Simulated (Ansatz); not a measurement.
# BaTiO3: the cost of one run

Computed with Ansatz 0.2.0 (DFT PBEsol, scalar-relativistic, plane waves, PAW, unless a step's input says otherwise).

The COD entry's cell or inner coordinates are ideal or old and differ from later refinements, so a difference from it is no clean test against experiment.

That is the level of the relaxation; later steps name their own.

1 further run of the same task is left out (set aside as unsound or not needed).

## 1. Starting point

It takes space group P4mm (No. 99, tetragonal). Conventional cell: a = 3.956 Å, b = 3.956 Å, c = 4.043 Å, α = 90.00°, β = 90.00°, γ = 90.00°. Ba (site symmetry 4mm) is surrounded by 12 O at 2.77 to 2.88 Å. Around Ti (site symmetry 4mm) lie 6 O at 1.84 to 2.20 Å. Around O (site symmetry 4mm) lie 2 Ti at 1.84 to 2.20 Å. O (site symmetry 2mm) is surrounded by 2 Ti at 1.98 Å and 4 Ba at 2.77 to 2.88 Å.

Coordinates:

```cif
data_structure
_symmetry_space_group_name_H-M 'P4mm'
_symmetry_Int_Tables_number 99
_cell_length_a 3.9557
_cell_length_b 3.9557
_cell_length_c 4.0433
_cell_angle_alpha 90.000
_cell_angle_beta 90.000
_cell_angle_gamma 90.000
_cell_volume 63.27
loop_
_atom_site_label
_atom_site_type_symbol
_atom_site_symmetry_multiplicity
_atom_site_Wyckoff_symbol
_atom_site_fract_x
_atom_site_fract_y
_atom_site_fract_z
_atom_site_occupancy
Ba1 Ba 1 a 0.00000 0.00000 0.99812 1
Ti1 Ti 1 b 0.50000 0.50000 0.48294 1
O1 O 1 b 0.50000 0.50000 0.02778 1
O2 O 2 c 0.50000 0.00000 0.51708 1
```

This cell was relaxed beforehand with the same method: volume 12.65 Å³/atom, gap on the mesh 1.85 eV.

## 2. Band edges over the whole zone

input.yaml reads:

```yaml
crystal:
  lattice:
    - [3.9557356609, 0.0, 0.0]
    - [0.0, 3.9557356609, 0.0]
    - [0.0, 0.0, 4.0433154391]
  atoms:
    - { symbol: Ba, position: [0.0, 0.0, -0.0018819375] }
    - { symbol: Ti, position: [0.5, 0.5, 0.4829432834] }
    - { symbol: O, position: [0.5, 0.5, 0.0277781025] }
    - { symbol: O, position: [0.5, 0.0, 0.5170802758] }
    - { symbol: O, position: [0.0, 0.5, 0.5170802758] }
basis:
  ecutwfc: 420
kpoints:
  mp_grid: { grid: [8, 8, 8] }
  band_path: { path: [VBM, CBM], npoints: 2 }
hamiltonian:
  xc: pbesol
scf:
  occupations: { method: gaussian, width: 0.02 }
output:
  forces: true
  stress: true
  eigenvalues: true
```

On the command line:

```
> ansatz run input.yaml --threads 2 --pin off --max-ram 5120MiB --backend cpu --events-out ev --progress --plain --runs-dir out
```

What time and memory should one allow on 2 threads of Intel Xeon Platinum 8488C (Sapphire Rapids), shared host?

About 10 s, with a peak of 0.5 GiB.
